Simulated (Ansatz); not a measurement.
Input of an Ansatz 0.2.0 run:

File input.yaml:

```yaml
crystal:
  lattice:
    - [0.0, 2.0970013927, 2.0970013927]
    - [2.0970013927, 0.0, 2.0970013927]
    - [2.0970013927, 2.0970013927, 0.0]
  atoms:
    - { symbol: Mg, position: [0.0, 0.0, 0.0] }
    - { symbol: O, position: [0.5, 0.5, 0.5] }
kpoints:
  mp_grid: { grid: [11, 11, 11] }
scf:
  occupations: { method: gaussian, width: 0.025 }
hamiltonian:
  xc: pbe
  pseudopotentials: { kind: all_electron, lapw: { basis_error: 0.001 } }
output:
  forces: true
  stress: true
  eigenvalues: true
```

Potentials or basis: all-electron LAPW, scalar-relativistic.

Launch:

```console
$ ansatz run input.yaml --threads 1 --pin off --max-ram 3072MiB --backend cpu --events-out ev --progress --plain --runs-dir out
```

**Question.** Predict the band gap on the k mesh.

**Answer.** 4.86 eV, direct.

**Question.** Predict the pressure.

**Answer.** 7.0 GPa.

**The experiment to reproduce.**

From “Electronic structure of alkaline earth and post-transition metal oxides”, 2009, arxiv:0908.1581, for a bulk crystal of MgO: band gap 7.83 eV.

Measured gap of MgO: 7.83 eV (quoted in “Electronic structure of alkaline earth and post-transition metal oxides”, 2009, arxiv:0908.1581). This calculation gives 4.86 eV (-2.97 eV). The value is that of PBE, without temperature or zero-point motion. Semilocal functionals fall short of measured gaps as a rule. The cell is a database's relaxed one, not the measured one, which moves gaps too.
